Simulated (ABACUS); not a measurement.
**Pt under changes of volume**

One of the cells (15.080 Å³/atom); the others are scaled copies at fixed shape and fractional positions:

```
Pt
1.0
     0.00000    1.96090    1.96090
     1.96090    0.00000    1.96090
     1.96090    1.96090    0.00000
Pt
1
Cartesian
  0.0000 0.0000 0.0000
```

* Program: ABACUS 3.10.1
* Functional: PBEsol
* Potentials or basis: PseudoDojo NC SR 0.4.1 PBEsol standard
* Cutoff: 1143 eV
* Density cutoff: 4572 eV
* Basis: plane waves
* k mesh: 12 × 12 × 12
* Occupations: fermi-dirac, width 0.05 eV
* Spin: no spin polarisation

```tsv
volume (Å³/atom)	energy over the lowest point (meV/atom)	pressure (GPa)
14.175	?	?
14.477	18.51	11.6
14.778	3.25	4.8
15.080	0.00	-1.2
15.381	7.36	-6.5
15.683	24.08	-11.1
15.985	49.03	-15.2
```

Question: What does the run at 14.175 Å³/atom give?

Answer: Energy over the lowest point 47.37 meV/atom; pressure 19.3 GPa.

Worked out: A Birch-Murnaghan fit of order 3 (a polynomial in V^(-2/3)) to the other rows has its minimum at 15.02 Å³/atom with B0 = V·E''(V) = 288 GPa and B' = 5.4. It gives 47.54 meV/atom at 14.175 Å³/atom, against the run's 47.37, and -dE/dV = 19.4 GPa, against 19.3.

Energies are extrapolated to zero smearing.
